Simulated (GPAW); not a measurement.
Crystal: GaS.

```
CELL_PARAMETERS angstrom
3.58500 0.00000 0.00000
-1.79250 3.10470 0.00000
0.00000 0.00000 15.50000
ATOMIC_POSITIONS crystal
Ga 0.66667 0.33333 0.83000
Ga 0.33333 0.66667 0.33000
Ga 0.66667 0.33333 0.67000
Ga 0.33333 0.66667 0.17000
S 0.66667 0.33333 0.40000
S 0.33333 0.66667 0.90000
S 0.66667 0.33333 0.10000
S 0.33333 0.66667 0.60000
```

Base run:

```yaml
Program: GPAW 26.7.0
Functional: TB-mBJ
Potentials_or_basis: GPAW PAW data sets for LDA (gpaw-data 1.2.1)
Cutoff: 600 eV
Basis: pw
k_mesh: 6 × 6 × 2
Occupations: fermi-dirac, width 0.05 eV
Spin: no spin polarisation
```

Its results: band gap on the k mesh 2.22 eV, indirect (least direct gap 2.81 eV).

**Question.** The run is repeated on the same cell with these changes: functional from TB-mBJ to r2SCAN; potentials or basis from GPAW PAW data sets for LDA (gpaw-data 1.2.1) to GPAW PAW data sets (gpaw-data 1.2.1). What comes out?

**Answer.** Band gap on the k mesh 1.86 eV, indirect (least direct gap 2.16 eV).

Caveats: a model potential gives levels but no total energy (some runs).
